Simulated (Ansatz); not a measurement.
CuAu under changes of volume

One of the cells (15.351 Å³/atom); the others are scaled copies at fixed shape and fractional positions:

```xyz
2
Lattice="1.4431 0.8331 4.2562 -1.4431 0.8331 4.2562 0.0000 -1.6663 4.2562" Properties=species:S:1:pos:R:3 pbc="T T T"
Au    0.0000    0.0000    0.0000
Cu    0.0000    0.0000    6.3843
```

The cell comes from a database or a generator and needn't be the stable form of this composition.

- Program: Ansatz 0.2.0
- Functional: PBEsol
- Potentials or basis: JTH PAW
- Cutoff: 1350 eV (not typed: the program's choice for these potentials)
- k mesh: 11 × 11 × 11
- Occupations: fermi-dirac, width 0.05 eV
- Spin: no spin polarisation

```tsv
volume (Å³/atom)	energy over the lowest point (meV/atom)	pressure (GPa)
14.430	0.00	1.3
14.737	0.96	-2.2
15.044	?	?
15.351	20.63	-7.8
15.658	37.84	-10.1
15.965	59.13	-12.1
16.272	83.95	-13.8
```

Question: What does the run at 15.044 Å³/atom give?

Answer: Energy over the lowest point 8.10 meV/atom; pressure -5.2 GPa.

Worked out: A Birch-Murnaghan fit of order 3 (a polynomial in V^(-2/3)) to the other rows has its minimum at 14.54 Å³/atom with B0 = V·E''(V) = 167 GPa and B' = 5.5 at fixed shape and positions, which overstates the stiffness. It gives 8.10 meV/atom at 15.044 Å³/atom, against the run's 8.10, and -dE/dV = -5.2 GPa, against -5.2.

Energies are extrapolated to zero smearing.
